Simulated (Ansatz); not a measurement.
# BN (model cell, started as CsCl type): a soft mode frozen in, part 2 of 3

Aim: this structure of BN (model cell, started as CsCl type) is to be tested for unstable modes, and one is followed downhill.

Ansatz 0.2.0; DFT PBEsol, scalar-relativistic, plane waves, PAW; PAW set soft_1.

So far, highest frequency on the path or at a solved wavevector (cm⁻¹): step 2 (the dispersion) 503. Also lowest frequency on the path (cm⁻¹): step 2 -1311.

The structure was built from a prototype and need not be the compound's stable phase.

## (4) The mode frozen in, largest atomic shift 0.6 Å

The atoms are moved along the unstable eigenvector, the largest shift by 0.6 Å, with the cell fixed.

File input.yaml:

```yaml
crystal:
  lattice:
    - [-2.3002356086, 0.0, 0.0]
    - [0.0, 0.0, -4.6004712171]
    - [0.0, -4.6004712171, -2.3002356086]
  atoms:
    - { symbol: B, position: [0.0, 0.75, 0.5] }
    - { symbol: B, position: [0.0, 0.25, 0.5] }
    - { symbol: B, position: [0.0, 0.5, 1.0] }
    - { symbol: B, position: [0.0, 1.0, 1.0] }
    - { symbol: "N", position: [0.7608428449, 0.625, 0.25] }
    - { symbol: "N", position: [0.2391571551, 0.125, 0.25] }
    - { symbol: "N", position: [0.2391571551, 0.375, 0.75] }
    - { symbol: "N", position: [0.7608428449, 0.875, 0.75] }
kpoints:
  mp_grid: { grid: [16, 10, 10] }
hamiltonian:
  xc: pbesol
  pseudopotentials: { kind: paw, azcp: { folder: soft_1 }, xc_functional: pbe }
scf:
  occupations: { method: methfessel_paxton, width: 0.2 }
output:
  forces: true
  stress: true
  eigenvalues: true
```

On the command line:

```sh
$ ansatz run input.yaml --threads 4 --pin off --max-ram 10240MiB --backend cpu --events-out ev --progress --plain --runs-dir out
```

Numbers of over 12 decimals in the logs are rounded to 6 here.

The program printed:

```text
[...]
Crystal: 8 atoms, lattice volume = 48.683 Å³
Basis set: ecut = 420 eV, 947 PW (Γ), exchange–correlation on 32×64×72 points (8 copies of the dense FFT grid, shifted against one another)
Bands: 24, of which v1, the nominal top of the filled ones, is band 16 counted from 1 (15 counted from 0)
Symmetry: 8 space group operations
[...]
k-points: 279 of 1600
[...]
k-point 0: bands = [... 12 lower, 12.2386, 13.2265, 13.2396, 13.2737, 13.8655, 13.9981, 16.3300, 17.1884, ... 4 higher]
  k-point 1: bands = [... 12 lower, 12.0139, 12.2645, 13.2140, 13.7214, 14.1476, 14.5921, 16.5124, 17.2254, ... 4 higher]
  k-point 2: bands = [... 12 lower, 11.2680, 12.3362, 13.1407, 13.5403, 14.3390, 15.9942, 16.9445, 17.3152, ... 4 higher]
  k-point 278: bands = [... 12 lower, 8.5617, 9.8674, 10.0628, 10.2984, 12.0147, 12.7049, 13.8780, 14.6770, ... 4 higher]
[key lines of the parts left out:]
SCF converged after 7 iterations
Free energy (F): -2116.171413 eV
Fermi energy:    12.697152 eV
P = ⅓ Tr σ = -10.3337 GPa (-103.337 kbar)
```

Wall time 4 s (4 threads of Intel Xeon Platinum 8375C at 2.90GHz (Ice Lake), shared host); peak memory 0.55 GiB; 15 s of CPU time.

Numbers from this step:

```
pressure                         : -10.33 GPa
energy from the undistorted cell : -1271 meV/atom
```

The energy, extrapolated to zero smearing, is -1271.13 meV/atom against the undistorted cell.

The run ends at a pressure of -10.33 GPa, with forces up to 3.0 eV/Å.

## (5) Energy along the mode, all amplitudes (two of the runs are shown above)

An imaginary frequency means negative curvature, so the energy should fall and then rise again as anharmonic terms take over.

This step gave:

| Property | Result |
| --- | --- |
| depth at the lowest point sampled | 1271 meV/atom |
| largest atomic shift at that point | 0.6 Å |

Table of energy from the parent by largest atomic shift:

```
largest atomic shift (Å)  energy from the parent (meV/atom)
                   0.000                                  0
                   0.040                              -17.9
                   0.080                              -68.8
                   0.140                               -190
                   0.220                               -402
                   0.320                               -680
                   0.450                              -1005
                   0.600                              -1271
```

Displacement at unit largest shift by atom:

| atom | x (Å) | y (Å) | z (Å) | size |
| --- | --- | --- | --- | --- |
| B1 | 0.00 | 0.00 | 0.00 | 0.00 |
| B2 | 0.00 | 0.00 | 0.00 | 0.00 |
| B3 | 0.00 | 0.00 | 0.00 | 0.00 |
| B4 | 0.00 | 0.00 | 0.00 | 0.00 |
| N5 | -1.00 | 0.00 | 0.00 | 1.00 |
| N6 | 1.00 | 0.00 | 0.00 | 1.00 |
| N7 | 1.00 | 0.00 | 0.00 | 1.00 |
| N8 | -1.00 | 0.00 | 0.00 | 1.00 |

The lowest of the steps tried is the last one, at 0.6 Å, 1271 meV/atom below the parent; the bottom of the well need not coincide with a step.

## (6) Relaxation from the frozen mode

Starting from the lowest point found, all atoms and the cell are let go, so that strain and other modes of the same symmetry can join in.

Edit input.yaml of step 4 so:

```diff
@@ -25 +25,6 @@
   eigenvalues: true
+relax:
+  adjacent_minimum: "off"
+  f_tol: 0.002
+  max_steps: 120
+  cell: { stress_tol: 0.03 }
```

The program printed:

```text
[...]
Crystal: 8 atoms, lattice volume = 48.683 Å³
Basis set: ecut = 420 eV, 947 PW (Γ), exchange–correlation on 32×64×72 points (8 copies of the dense FFT grid, shifted against one another)
Bands: 24, of which v1, the nominal top of the filled ones, is band 16 counted from 1 (15 counted from 0)
Symmetry: 8 space group operations
[...]
k-points: 279 of 1600
[...]
SCF iter   1: F=—  HF=-2117.421522 eV  |F-HF|=—  |Δ(HF+E_count)|=         —  Δρ=1.08e-1  dr2=5.26e0  ethr=3.10e-3  ⟨swp⟩=4.6  Hψ=27074  notcnv=0  defer=2
[...]
SCF iter   7: F=-2116.171413 eV  HF=-2116.171413 eV  |F-HF|=3.11e-10  |Δ(HF+E_count)|=   2.69e-9  S|Δr|=    0.00e0  Δρ=2.49e-6  dr2=2.06e-9  ethr=2.93e-10  ⟨swp⟩=2.0  Hψ=22859  notcnv=0
SCF 1 converged in 7 iterations: F = -2116.171413 eV  dr2 = 2.06e-9
[...]
relax step   1: F+E_penalty+E_count = -2116.17141347 eV  Δ(F+E_penalty+E_count) = +0.000e0 eV  max|allowed force component| = 2.639e0 eV/Å  Δτ_max = 0.0000 Å  P = -10.334 GPa  Ω = 48.683 Å³  (7 SCF iters, dr2 threshold 1.00e-7 eV, accepted)
Crystal: 8 atoms, lattice volume = 49.696 Å³
Basis set: ecut = 420 eV, 969 PW (Γ), exchange–correlation on 32×64×72 points (8 copies of the dense FFT grid, shifted against one another)
[...]
SCF iter   6: F=-2117.840431 eV  HF=-2117.840431 eV  |F-HF|=1.46e-10  |Δ(HF+E_count)|=   3.46e-8  S|Δr|=    0.00e0  Δρ=5.71e-6  dr2=9.65e-9  ethr=2.50e-9  ⟨swp⟩=5.7  Hψ=28888  notcnv=0
the search or the solves at the SCF's close seem to have found levels that the self-consistency loop had missed (the run counts 1). By its estimate they hold under 1e-12 electrons; where the run keeps them, the occupations were computed again with them
SCF 2 converged in 6 iterations: F = -2117.840431 eV  dr2 = 9.65e-9
[...]
relax step   2: F+E_penalty+E_count = -2117.84043123 eV  Δ(F+E_penalty+E_count) = -1.669e0 eV  max|allowed force component| = 1.632e0 eV/Å  Δτ_max = 0.0714 Å  P = -10.223 GPa  Ω = 49.696 Å³  energy of the carried Pulay correction = -3.767e-3 eV  (6 SCF iters, dr2 threshold 8.00e-7 eV, accepted)
Crystal: 8 atoms, lattice volume = 48.865 Å³
Basis set: ecut = 420 eV, 961 PW (Γ), exchange–correlation on 32×64×72 points (8 copies of the dense FFT grid, shifted against one another)
[...]
SCF iter   5: F=-2119.451482 eV  HF=-2119.451482 eV  |F-HF|=9.47e-8  |Δ(HF+E_count)|=   4.53e-6  S|Δr|=    0.00e0  Δρ=6.19e-5  dr2=6.97e-7  ethr=2.50e-9  ⟨swp⟩=4.9  Hψ=35517  notcnv=0
[...]
SCF 3 converged in 5 iterations: F = -2119.451482 eV  dr2 = 6.97e-7
[...]
relax step   3: F+E_penalty+E_count = -2119.45148218 eV  Δ(F+E_penalty+E_count) = -1.611e0 eV  max|allowed force component| = 4.003e-1 eV/Å  Δτ_max = 0.0625 Å  P = +6.922 GPa  Ω = 48.865 Å³  energy of the carried Pulay correction = -6.824e-4 eV  (5 SCF iters, dr2 threshold 8.00e-7 eV, accepted)
[... from here on, the SCF cycles and remarks between the steps are left out ...]
relax step   4: F+E_penalty+E_count = -2120.27313084 eV  Δ(F+E_penalty+E_count) = -8.216e-1 eV  max|allowed force component| = 1.410e-1 eV/Å  Δτ_max = 0.0207 Å  P = +9.107 GPa  Ω = 49.768 Å³  energy of the carried Pulay correction = -4.031e-3 eV  (5 SCF iters, dr2 threshold 8.00e-7 eV, accepted)
relax step   5: F+E_penalty+E_count = -2120.84168465 eV  Δ(F+E_penalty+E_count) = -5.686e-1 eV  max|allowed force component| = 2.815e-1 eV/Å  Δτ_max = 0.0051 Å  P = +7.841 GPa  Ω = 50.838 Å³  energy of the carried Pulay correction = -7.917e-3 eV  (5 SCF iters, dr2 threshold 8.00e-7 eV, accepted)
relax step   6: F+E_penalty+E_count = -2121.22674105 eV  Δ(F+E_penalty+E_count) = -3.851e-1 eV  max|allowed force component| = 2.259e-1 eV/Å  Δτ_max = 0.0177 Å  P = +3.695 GPa  Ω = 51.961 Å³  energy of the carried Pulay correction = -1.191e-2 eV  (5 SCF iters, dr2 threshold 8.00e-7 eV, accepted)
relax step   7: F+E_penalty+E_count = -2121.39533591 eV  Δ(F+E_penalty+E_count) = -1.686e-1 eV  max|allowed force component| = 1.055e-1 eV/Å  Δτ_max = 0.0194 Å  P = +1.229 GPa  Ω = 52.795 Å³  energy of the carried Pulay correction = -1.482e-2 eV  (5 SCF iters, dr2 threshold 8.00e-7 eV, accepted)
relax step   8: F+E_penalty+E_count = -2121.40262286 eV  Δ(F+E_penalty+E_count) = -7.287e-3 eV  max|allowed force component| = 1.489e-3 eV/Å  Δτ_max = 0.0033 Å  P = -0.685 GPa  Ω = 53.214 Å³  energy of the carried Pulay correction = -1.626e-2 eV  (4 SCF iters, dr2 threshold 8.00e-7 eV, accepted)
relax step   9: F+E_penalty+E_count = -2121.40313513 eV  Δ(F+E_penalty+E_count) = -5.123e-4 eV  max|allowed force component| = 4.930e-2 eV/Å  Δτ_max = 0.0023 Å  P = -0.332 GPa  Ω = 53.089 Å³  energy of the carried Pulay correction = -1.583e-2 eV  (3 SCF iters, dr2 threshold 8.00e-7 eV, accepted)
relax step  10: F+E_penalty+E_count = -2121.40347880 eV  Δ(F+E_penalty+E_count) = -3.437e-4 eV  max|allowed force component| = 1.200e-3 eV/Å  Δτ_max = 0.0014 Å  P = +0.002 GPa  Ω = 53.068 Å³  energy of the carried Pulay correction = -1.576e-2 eV  (3 SCF iters, dr2 threshold 8.00e-7 eV, accepted)
relax step  11: F+E_penalty+E_count = -2121.40347139 eV  Δ(F+E_penalty+E_count) = +7.403e-6 eV  max|allowed force component| = 2.112e-4 eV/Å  Δτ_max = 0.0000 Å  P = +0.002 GPa  Ω = 53.070 Å³  energy of the carried Pulay correction = -1.577e-2 eV  (3 SCF iters, dr2 threshold 6.08e-9 eV, accepted)
relax step  12: F+E_penalty+E_count = -2121.97256859 eV  Δ(F+E_penalty+E_count) = -5.691e-1 eV  max|allowed force component| = 3.426e-2 eV/Å  Δτ_max = 0.0000 Å  P = +7.944 GPa  Ω = 53.070 Å³  stress off target by 2.14e1 GPa  SCF on the basis re-selected at this cell (its energy is not comparable with the rows above)  (8 SCF iters)
relax step  13: F+E_penalty+E_count = -2122.18868133 eV  Δ(F+E_penalty+E_count) = -2.161e-1 eV  max|allowed force component| = 3.562e-2 eV/Å  Δτ_max = 0.0050 Å  P = +5.239 GPa  Ω = 54.744 Å³  energy of the carried Pulay correction = -6.575e-3 eV  (5 SCF iters, dr2 threshold 8.00e-7 eV, accepted)
relax step  14: F+E_penalty+E_count = -2122.32129735 eV  Δ(F+E_penalty+E_count) = -1.326e-1 eV  max|allowed force component| = 2.556e-2 eV/Å  Δτ_max = 0.0067 Å  P = +3.039 GPa  Ω = 56.424 Å³  energy of the carried Pulay correction = -1.475e-2 eV  (5 SCF iters, dr2 threshold 8.00e-7 eV, accepted)
[...]
relax step  22: F+E_penalty+E_count = -2122.55114283 eV  Δ(F+E_penalty+E_count) = -8.888e-3 eV  max|allowed force component| = 3.426e-3 eV/Å  Δτ_max = 0.0091 Å  P = +0.283 GPa  Ω = 62.947 Å³  energy of the carried Pulay correction = -1.150e-2 eV  (5 SCF iters, dr2 threshold 8.00e-7 eV, accepted)
relax step  23: F+E_penalty+E_count = -2122.53065261 eV  Δ(F+E_penalty+E_count) = +2.049e-2 eV  max|allowed force component| = 4.233e-1 eV/Å  Δτ_max = 0.0089 Å  P = -2.581 GPa  Ω = 63.680 Å³  energy of the carried Pulay correction = -1.479e-2 eV  (6 SCF iters, dr2 threshold 7.09e-7 eV, rejected (line search))
relax step  24: F+E_penalty+E_count = -2122.55054182 eV  Δ(F+E_penalty+E_count) = +6.010e-4 eV  max|allowed force component| = 2.778e-3 eV/Å  Δτ_max = 0.0016 Å  P = +0.099 GPa  Ω = 63.248 Å³  energy of the carried Pulay correction = -1.283e-2 eV  (8 SCF iters, accepted)
relax step  25: F+E_penalty+E_count = -2122.54959025 eV  Δ(F+E_penalty+E_count) = +9.516e-4 eV  max|allowed force component| = 7.957e-4 eV/Å  Δτ_max = 0.0014 Å  P = +0.008 GPa  Ω = 63.511 Å³  energy of the carried Pulay correction = -1.402e-2 eV  (4 SCF iters, dr2 threshold 1.58e-7 eV, accepted)
relax step  26: F+E_penalty+E_count = -2122.54946033 eV  Δ(F+E_penalty+E_count) = +1.299e-4 eV  max|allowed force component| = 4.840e-4 eV/Å  Δτ_max = 0.0001 Å  P = -0.002 GPa  Ω = 63.539 Å³  energy of the carried Pulay correction = -1.416e-2 eV  (6 SCF iters, accepted)
relax step  27: F+E_penalty+E_count = -2122.57322238 eV  Δ(F+E_penalty+E_count) = -2.376e-2 eV  max|allowed force component| = 1.158e-3 eV/Å  Δτ_max = 0.0000 Å  P = +0.243 GPa  Ω = 63.539 Å³  stress off target by 8.73e-1 GPa  SCF on the basis re-selected at this cell (its energy is not comparable with the rows above)  (6 SCF iters)
relax step  28: F+E_penalty+E_count = -2122.57443406 eV  Δ(F+E_penalty+E_count) = -1.212e-3 eV  max|allowed force component| = 6.553e-3 eV/Å  Δτ_max = 0.0047 Å  P = +0.236 GPa  Ω = 64.528 Å³  energy of the carried Pulay correction = -2.911e-3 eV  (5 SCF iters, dr2 threshold 8.00e-7 eV, accepted)
relax step  29: F+E_penalty+E_count = -2122.57330700 eV  Δ(F+E_penalty+E_count) = +1.127e-3 eV  max|allowed force component| = 7.124e-3 eV/Å  Δτ_max = 0.0023 Å  P = -0.025 GPa  Ω = 65.045 Å³  energy of the carried Pulay correction = -4.559e-3 eV  (5 SCF iters, dr2 threshold 5.04e-7 eV, accepted)
relax step  30: F+E_penalty+E_count = -2122.57309493 eV  Δ(F+E_penalty+E_count) = +2.121e-4 eV  max|allowed force component| = 1.458e-2 eV/Å  Δτ_max = 0.0013 Å  P = +0.070 GPa  Ω = 65.116 Å³  energy of the carried Pulay correction = -4.787e-3 eV  (4 SCF iters, dr2 threshold 1.54e-7 eV, accepted)
relax step  31: F+E_penalty+E_count = -2122.57314544 eV  Δ(F+E_penalty+E_count) = -5.051e-5 eV  max|allowed force component| = 5.551e-4 eV/Å  Δτ_max = 0.0006 Å  P = -0.006 GPa  Ω = 65.107 Å³  energy of the carried Pulay correction = -4.760e-3 eV  (4 SCF iters, dr2 threshold 2.09e-8 eV, accepted)
relax step  32: F+E_penalty+E_count = -2122.57895201 eV  Δ(F+E_penalty+E_count) = -5.807e-3 eV  max|allowed force component| = 7.191e-5 eV/Å  Δτ_max = 0.0000 Å  P = +0.044 GPa  Ω = 65.107 Å³  stress off target by 1.97e-1 GPa  SCF on the basis re-selected at this cell (its energy is not comparable with the rows above)  (6 SCF iters)
relax step  33: F+E_penalty+E_count = -2122.57818207 eV  Δ(F+E_penalty+E_count) = +7.699e-4 eV  max|allowed force component| = 3.415e-3 eV/Å  Δτ_max = 0.0019 Å  P = +0.022 GPa  Ω = 65.503 Å³  energy of the carried Pulay correction = -1.087e-3 eV  (5 SCF iters, dr2 threshold 9.75e-8 eV, accepted)
relax step  34: F+E_penalty+E_count = -2122.57803741 eV  Δ(F+E_penalty+E_count) = +1.447e-4 eV  max|allowed force component| = 1.754e-3 eV/Å  Δτ_max = 0.0004 Å  P = +0.017 GPa  Ω = 65.559 Å³  energy of the carried Pulay correction = -1.241e-3 eV  (4 SCF iters, dr2 threshold 2.71e-8 eV, accepted)
relax step  35: F+E_penalty+E_count = -2122.57933896 eV  Δ(F+E_penalty+E_count) = -1.302e-3 eV  max|allowed force component| = 1.830e-3 eV/Å  Δτ_max = 0.0000 Å  P = +0.027 GPa  Ω = 65.559 Å³  stress off target by 6.20e-2 GPa  SCF on the basis re-selected at this cell (its energy is not comparable with the rows above)  (5 SCF iters)
relax step  36: F+E_penalty+E_count = -2122.57900909 eV  Δ(F+E_penalty+E_count) = +3.299e-4 eV  max|allowed force component| = 1.587e-3 eV/Å  Δτ_max = 0.0006 Å  P = -0.010 GPa  Ω = 65.691 Å³  energy of the carried Pulay correction = -3.532e-4 eV  (5 SCF iters, dr2 threshold 9.62e-9 eV, accepted)
[...]
SCF iter   5: F=-2122.579368 eV  HF=-2122.579368 eV  |F-HF|=3.64e-12  |Δ(HF+E_count)|=  3.36e-10  S|Δr|=    0.00e0  Δρ=1.24e-7  dr2=6.21e-12  ethr=1.00e-12  ⟨swp⟩=8.0  Hψ=32163  notcnv=0
SCF 37 converged in 5 iterations: F = -2122.579368 eV  dr2 = 6.21e-12
relax step  37: F+E_penalty+E_count = -2122.57936792 eV  Δ(F+E_penalty+E_count) = -3.588e-4 eV  max|allowed force component| = 1.521e-3 eV/Å  Δτ_max = 0.0000 Å  P = -0.007 GPa  Ω = 65.691 Å³  stress off target by 1.65e-2 GPa  SCF on the basis re-selected at this cell (its energy is not comparable with the rows above)  (5 SCF iters)
[...]
SCF converged after 5 iterations
[...]
Free energy (F): -2122.579368 eV
[...]
Internal energy: -2122.579425 eV  (E = F + TS)
E sigma→0 (E₀):  -2122.579382 eV
Entropy (-TS):   0.000057 eV (0.007 meV/atom)
Fermi energy:    7.621295 eV
Step filling:    the computed levels leave a gap of 0.8746 eV = 4.4 smearing widths at the electron count; against every level under it full and every level over it empty, smearing changes F+E_penalty+E_count by +4.50e-3 meV and its σ→0 estimate by -9.65e-3 meV
[...]
--- Forces (eV/Å), atoms counted from 1 ---
  atom   1  B      0.00000000    -0.00000000     0.00000000
  atom   2  B      0.00000000     0.00000000    -0.00000000
  atom   3  B      0.00000000     0.00000000     0.00000000
  atom   4  B      0.00000000     0.00000000     0.00000000
  atom   5  N     -0.00082957    -0.00152134    -0.00000000
  atom   6  N      0.00082957    -0.00152134    -0.00000000
  atom   7  N      0.00082957     0.00152134     0.00000000
  atom   8  N     -0.00082957     0.00152134     0.00000000
  max |Σ_I F_I| component: 0.00e0 eV/Å
--- Stress (GPa, compression-positive) ---
        0.006558       0.000000       0.000000
        0.000000      -0.011831       0.000000
        0.000000       0.000000      -0.016495
  P = ⅓ Tr σ = -0.0073 GPa (-0.073 kbar)
--- Band table (eV; the first three rows and the last of 279) ---
  k-point 0: bands = [... 12 lower, 4.1226, 4.1326, 5.4675, 6.3892, 9.6201, 11.1080, 12.4399, 12.5631, ... 4 higher]
  k-point 1: bands = [... 12 lower, 3.7932, 4.6368, 5.2760, 6.0981, 9.6304, 11.2202, 11.7874, 12.7996, ... 4 higher]
  k-point 2: bands = [... 12 lower, 4.5449, 4.8487, 5.1680, 5.5756, 9.5683, 11.0049, 11.5046, 13.3464, ... 4 higher]
  k-point 278: bands = [... 12 lower, 5.0976, 5.4951, 5.8615, 6.9359, 8.1943, 9.7814, 12.5475, 13.3348, ... 4 higher]
--- Relaxed structure (31 steps of the walk, 30 accepted, 6 SCFs on fresh bases) ---
  F+E_penalty+E_count = -2122.57936792 eV   max|allowed force component| = 1.521e-3 eV/Å   (the final SCF, on the basis selected at the relaxed cell)
  cell:  # Å, volume = 65.6909 Å³
    - [-3.862236, 0.0, 0]
    - [0, 2.152160148068798e-11, -3.960373]
    - [0, -4.294676, -1.980186]
  atoms:
    - { symbol: B, position: [2.319896078363011e-19, 0.750000, 0.500000] }
    - { symbol: B, position: [2.319896078363011e-19, 0.25, 0.5] }
    - { symbol: B, position: [2.319896078363011e-19, 0.5, 1.0] }
    - { symbol: B, position: [2.3198960783630137e-19, 1.000000, 1.000000] }
    - { symbol: N, position: [0.832562, 0.616475, 0.267049] }
    - { symbol: N, position: [0.167438, 0.116475, 0.267049] }
    - { symbol: N, position: [0.167438, 0.383525, 0.732951] }
    - { symbol: N, position: [0.832562, 0.883525, 0.732951] }
```

Run time: 2.7 min. Hardware: 4 threads; peak memory 0.69 GiB; 10 min of CPU time.

Step by step (22 of 37):

| step | energy less that of the first step (eV) | largest force component (eV/Å) | pressure (GPa) | volume (Å³) |
| --- | --- | --- | --- | --- |
| 1 | 0.0000 | 2.6387 | -10.33 | 48.68 |
| 3 | -3.2801 | 0.4003 | 6.92 | 48.86 |
| 4 | -4.1017 | 0.1410 | 9.11 | 49.77 |
| 6 | -5.0553 | 0.2259 | 3.70 | 51.96 |
| 8 | -5.2312 | 0.0015 | -0.69 | 53.21 |
| 10 | -5.2321 | 0.0012 | 0.00 | 53.07 |
| 11 | -5.2321 | 0.0002 | 0.00 | 53.07 |
| 13 | -6.0173 | 0.0356 | 5.24 | 54.74 |
| 15 | -6.2209 | 0.0157 | 1.44 | 58.08 |
| 16 | -6.2359 | 0.0135 | 0.16 | 59.67 |
| 18 | -6.2354 | 0.0050 | 0.02 | 59.77 |
| 20* | -6.3420 | 0.0051 | 1.31 | 59.78 |
| 22 | -6.3797 | 0.0034 | 0.28 | 62.95 |
| 23 | -6.3592 | 0.4233 | -2.58 | 63.68 |
| 25 | -6.3782 | 0.0008 | 0.01 | 63.51 |
| 27* | -6.4018 | 0.0012 | 0.24 | 63.54 |
| 28 | -6.4030 | 0.0066 | 0.24 | 64.53 |
| 30 | -6.4017 | 0.0146 | 0.07 | 65.12 |
| 32* | -6.4075 | 0.0001 | 0.04 | 65.11 |
| 34 | -6.4066 | 0.0018 | 0.02 | 65.56 |
| 35* | -6.4079 | 0.0018 | 0.03 | 65.56 |
| 37* | -6.4080 | 0.0015 | -0.01 | 65.69 |

Relaxation steps marked * repeat the geometry before them on a plane-wave basis chosen anew for their cell, so energy and pressure can jump there. Other such steps can lie between the rows shown. Relaxation step 23 was tried and not accepted.

The run keeps the 8 symmetry operations that it works with, so distortions that break them were not tested.

```csv
cell as run,before,after,change
a (Å),2.300,3.862,+67.9 %
b (Å),4.600,3.960,-13.9 %
c (Å),5.143,4.729,-8.1 %
α (°),63.43,65.25,+2.9 %
volume (Å³/atom),6.09,8.21,+34.9 %
```

The atoms that moved most (Å, as changes of fractional coordinates times the final cell):

| atom | dx | dy | dz | length |
| --- | --- | --- | --- | --- |
| N5 | -0.277 | -0.073 | 0.000 | 0.287 |
| N8 | -0.277 | 0.073 | 0.000 | 0.287 |
| N7 | 0.277 | 0.073 | 0.000 | 0.287 |
| N6 | 0.277 | -0.073 | 0.000 | 0.287 |

Final coordinates:

```cif
data_structure
_symmetry_space_group_name_H-M 'P 1'
_symmetry_Int_Tables_number 1
_cell_length_a 3.8622
_cell_length_b 3.9604
_cell_length_c 4.7292
_cell_angle_alpha 65.247
_cell_angle_beta 90.000
_cell_angle_gamma 90.000
_cell_volume 65.69
loop_
_atom_site_label
_atom_site_type_symbol
_atom_site_fract_x
_atom_site_fract_y
_atom_site_fract_z
_atom_site_occupancy
B1 B 0.00000 0.75000 0.50000 1
B2 B 0.00000 0.25000 0.50000 1
B3 B 0.00000 0.50000 0.00000 1
B4 B 0.00000 0.00000 0.00000 1
N5 N 0.83256 0.61648 0.26705 1
N6 N 0.16744 0.11648 0.26705 1
N7 N 0.16744 0.38352 0.73295 1
N8 N 0.83256 0.88352 0.73295 1
```

Numbers from this step:

* pressure: -0.007256 GPa
* volume per atom: 8.211 Å³
* gap on the k-mesh: 0.8746 eV

The distorted start has space group Cmme; the relaxation ends in Cmme.

[end of part 2 of 3]

[Logs are printed without paths, hosts, clocks, repeated set-up lines and the standing remarks that a program may print on its own settings, such as how far it seeks lower states.]

[Hosts, paths, dates, database ids (printed as entryN), source tags and the programs' standing remarks are cut or masked in the printed files.]
